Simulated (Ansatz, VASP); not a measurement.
# One calculation of Zr, two programs

```
Zr
1.0
     0.00000    2.16480    2.43540
     2.16480    0.00000    2.43540
     2.16480    2.16480    0.00000
Zr
1
Direct
  0.00000 0.00000 0.00000
```

Change from the starting cell: strain -0.040 along x and y, +0.080 along z, atoms carried along.

Alike in both runs: task single point; functional PBEsol; k mesh 18 × 18 × 18; occupations gaussian, width 0.15 eV; no spin polarisation.

|  | VASP | Ansatz |
| --- | --- | --- |
| version | VASP 6.6.1 | Ansatz 0.2.0 |
| potentials or method | VASP PAW PBE potentials, release 64 (Zr_sv) | scalar-relativistic, plane waves, PAW |
| plane-wave cutoff (eV) | 520 | 420 |
| valence electrons in the cell | 12 | 12 |

Ansatz gave:

- gap on the k mesh at the Fermi level (eV): none
- pressure (GPa): -2.6
- largest component of the traceless stress (GPa): 2.20

**Question.** Which values does VASP return?

**Answer.** gap on the k mesh at the Fermi level (eV): none; pressure (GPa): -2.5; largest component of the traceless stress (GPa): 2.22.

A gap of «none» marks a metal or a gap that the smearing closes.

Caveats: the PAW data sets were made with another functional, which shifts forces and pressure a little (VASP).
